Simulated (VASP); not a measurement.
Al2Cu, 6 atoms in the cell. The structure is tetragonal, space group I4/mcm (No. 140). Conventional cell: a = 6.067 Å, b = 6.067 Å, c = 4.877 Å, α = 90.00°, β = 90.00°, γ = 90.00°. Al (site symmetry m2m) has 4 Cu at 2.59 Å and 3 Al at 2.71 to 2.90 Å as nearest neighbours. Around Cu (site symmetry 422) lie 2 Cu at 2.44 Å and 8 Al at 2.59 Å. 

- Program: VASP 6.6.1
- Task: single point
- Functional: PBE
- Potentials or basis: VASP PAW PBE potentials, release 64 (Al, Cu)
- Cutoff: 520 eV
- k mesh: 4 × 4 × 4
- Occupations: gaussian, width 0.1 eV
- Spin: no spin polarisation
- Dipole correction: no
- Further INCAR settings: ALGO = Normal; EDIFF = 1e-06; NBANDS = 26

Potentials or basis: VASP PAW PBE potentials, release 64 (Al, Cu).

The run is started by

```sh
$ cat potpaw_PBE.64/Al/POTCAR potpaw_PBE.64/Cu/POTCAR > POTCAR
$ mpirun -np 1 vasp_std > vasp.out
```

Hardware: 1 thread of AMD EPYC 9R45 (Zen 5) (shared host).

Problem. Estimate the wall time of this run.

Solution. It took 33 s on 1 thread of AMD EPYC 9R45 (Zen 5), with other jobs on the host, peak memory 0.19 GiB. Counts: scf iterations 16, k points 13.
